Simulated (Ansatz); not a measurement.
# Convergence notes, G0W0 on K2S (antifluorite)

K2S built on the antifluorite prototype, relaxed with r2SCAN; one-shot G0W0 in Ansatz without spin-orbit coupling. Calculated for a static, non-magnetic cell.

```
S K
1.0
     0.00000    3.70276    3.70276
     3.70276    0.00000    3.70276
     3.70276    3.70276    0.00000
S K
1 2
Direct
  0.00000 0.00000 0.00000
  0.25000 0.25000 0.25000
  0.75000 0.75000 0.75000
```

Gaps are read over the mesh points alone. G0W0 values are finite-basis, finite-mesh values.

| start | potentials | frequency model | mesh | empty bands | screening cutoff (eV) | Kohn-Sham gap (eV) | G0W0 gap (eV) | rough cost |
| --- | --- | --- | --- | --- | --- | --- | --- | --- |
| PBE | PAW | contour deformation | 4×4×4 | 381 | 140 | 2.38 | 3.92 | 100 core-seconds |
| PBE | PAW | contour deformation | 4×4×4 | 701 | 210 | 2.38 | 3.98 | 9 core-minutes |
| HSE06 | PAW | contour deformation | 4×4×4 | 381 | 140 | 3.31 | 4.49 | 4 core-minutes |
| LDA | PAW | contour deformation | 4×4×4 | 381 | 140 | 2.11 | 3.82 | 100 core-seconds |
| r2SCAN | PAW | contour deformation | 4×4×4 | 381 | 140 | 2.75 | 4.17 | 2 core-minutes |
| PBE | PAW | Godby-Needs pole | 4×4×4 | 381 | 140 | 2.38 | 3.97 | 2.6 core-minutes |
| PBE | PAW | contour deformation | 4×4×4 | 164 | 80 | 2.38 | 3.78 | 22 core-seconds |
| PBE | norm-conserving | contour deformation | 4×4×4 | 381 | 140 | 2.38 | 3.92 | 2.4 core-minutes |

G0W0 moves the gap on the mesh from 2.38 eV (PBE) to 3.98 eV (X to Γ). Renormalisation factors Z lie between 0.74 and 0.82.

Raising bands and cutoff together moves the gap by +0.14 eV (80 to 140 eV), then +0.06 eV (140 to 210 eV); the last step is still large, so the basis limit isn't reached. Starting from HSE06 (3.31 eV against PBE's 2.38 eV) gives 4.49 eV, +0.57 eV from G0W0@PBE at the same screening cutoff. Starting from LDA (2.11 eV against PBE's 2.38 eV) gives 3.82 eV, -0.10 eV from G0W0@PBE at the same screening cutoff. Starting from r2SCAN (2.75 eV against PBE's 2.38 eV) gives 4.17 eV, +0.25 eV from G0W0@PBE at the same screening cutoff. The Godby-Needs plasmon pole differs from contour deformation by +0.05 eV. Norm-conserving potentials (wave cutoff 850 eV against 420 eV) shift the quasiparticle gap by 0.00 eV and the PBE gap by 0.00 eV. r2SCAN runs take a wave cutoff of 500 eV.
